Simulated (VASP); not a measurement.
Runs of VASP 6.6.1 on ZnO (zincite). It takes space group P6_3mc (No. 186, hexagonal). The conventional cell has a = 3.286 Å, b = 3.286 Å, c = 5.301 Å, α = 90.00°, β = 90.00°, γ = 120.00°. Zn (site symmetry 3m) is surrounded by 4 O at 2.00 to 2.01 Å. Around O (site symmetry 3m) lie 4 Zn at 2.00 to 2.01 Å. 

| task | level | cell | gap on the mesh (eV) | pressure (GPa) | relaxed volume (Å³/atom) | largest force (eV/Å) |
| --- | --- | --- | --- | --- | --- | --- |
| dielectric tensor | PBE | P6_3mc, 12.39 Å³/atom | 0.72 | - | - | - |
| relaxation of shape and atoms at fixed volume | PBE+D3(BJ) | atoms relaxed at fixed volume from: a relaxed cell with its volume scaled by 0.98 | 0.78 | 2.8 | - | - |
| relaxation of cell and atoms | PBE+D3(BJ) | relaxed | 0.75 | 0.0 | (a) | - |
| relaxation of cell and atoms | PBE | relaxed | 0.72 | 0.0 | 12.39 | - |
| relaxation of shape and atoms at fixed volume | PBE+D3(BJ) | atoms relaxed at fixed volume from: a relaxed cell with its volume scaled by 0.96 | 0.81 | 6.0 | - | 0.01 |
| relaxation of shape and atoms at fixed volume | PBE+D3(BJ) | atoms relaxed at fixed volume from: a relaxed cell with its volume scaled by 1.04 | 0.69 | -4.9 | - | - |
| relaxation of shape and atoms at fixed volume | PBE+D3(BJ) | atoms relaxed at fixed volume from: a relaxed cell with its volume scaled by 1.06 | 0.67 | -7.0 | - | - |
| relaxation of shape and atoms at fixed volume | PBE+D3(BJ) | atoms relaxed at fixed volume from: a relaxed cell with its volume scaled by 1.02 | 0.72 | -2.6 | - | - |
| relaxation of shape and atoms at fixed volume | PBE+D3(BJ) | atoms relaxed at fixed volume from: a relaxed cell with its volume scaled by 0.94 | (b) | 9.6 | - | 0.01 |
| relaxation of shape and atoms at fixed volume | PBE+D3(BJ) | atoms relaxed at fixed volume | 0.75 | -0.1 | - | - |

Alike in all rows: potentials or basis VASP PAW PBE potentials, release 64 (Zn, O); no spin polarisation; k mesh 9 × 9 × 5; cutoff (eV) 600; smearing gaussian 0.03 eV.

Question: Fill in the values left out.

Answer: (a) 12.13; (b) 0.84.

Caveats: the relaxation stopped at its first step, so nothing moved (some runs).

